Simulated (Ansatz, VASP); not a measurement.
# One calculation of MgO, two programs

```xyz
2
Lattice="0.0000 2.2588 2.2588 2.2588 0.0000 2.2588 2.2588 2.2588 0.0000" Properties=species:S:1:pos:R:3 pbc="T T T"
Mg    0.0000    0.0000    0.0000
O     1.1294    1.1294    1.1294
```

Change from the starting cell: volume scaled by 0.94, LAPW.

Alike in both runs: task single point; functional PBE; k mesh 15 × 15 × 15; occupations fermi-dirac, width 0.05 eV; no spin polarisation.

|  | VASP | Ansatz |
| --- | --- | --- |
| version | VASP 6.6.1 | Ansatz 0.2.0 |
| potentials or method | VASP PAW PBE potentials, release 64 (Mg, O), cutoff 520 eV | all-electron LAPW, scalar-relativistic |

Ansatz gave:

```
gap on the k mesh at the Fermi level (eV) : 3.83
pressure (GPa)                            : 8.0
```

Question: What did VASP give for the same quantities?

Answer: gap on the k mesh at the Fermi level (eV): 3.82; pressure (GPa): 7.7.

Ansatz ran all-electron here, so the differences hold the error of VASP's frozen core and of both bases.

Caveats: an odd mesh through Γ misses points on the zone boundary, where band edges often lie.
